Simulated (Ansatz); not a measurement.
# Al2Pt: strain energy, fitted

Al2Pt, Fm-3m, a = 5.897 Å. The structure is a COD entry; whether it is the stable form wasn't checked. Ansatz: PBEsol, PAW, 420 eV, Γ-centred 8×8×6 mesh on 6 atoms, Gaussian smearing 0.10 eV; no spin polarisation. Series: strain along c alone, the other axes held, atoms fixed by symmetry; x is the strain in per cent. The axes a, b, c are those of the computed cell (4.169, 4.169, 5.897 Å), along [1 1 0], [-1 1 0], [0 0 1] of the cell named above. y is the free energy over the unstrained cell, V0 = 17.085 Å³/atom.

```tsv
x (%)	y (meV/atom)
-4.5	20.84
-3.0	8.86
-1.5	2.14
0.0	0.00
1.5	1.98
3.0	?
4.5	18.01
```

Q: Fit y = c2 x² + c3 x³ to the other rows, turn c2 into a modulus, and predict the missing energy.

A: Least squares on the rows shown. y = 0.95694 x² − 0.015272 x³. In eV per unit strain² c2 is 9.569; this is C33 with relaxed ions (E = ½ C33 V0 ε²): 2 × 9.569 × 160.2 / (17.085) = 179 GPa. With a term in x⁴ added, the coefficient of x² becomes 0.9180, 4 % less, which shows how far this figure hangs on the form. At x = 3.0 the fit asked for gives 8.20 meV/atom. The run gave 8.03 meV/atom, so the fit is 0.17 meV/atom too high, within twice the rms miss on the fitted rows (0.10 meV/atom).

Spin–orbit coupling is left out, which can shift energies with elements as heavy as these.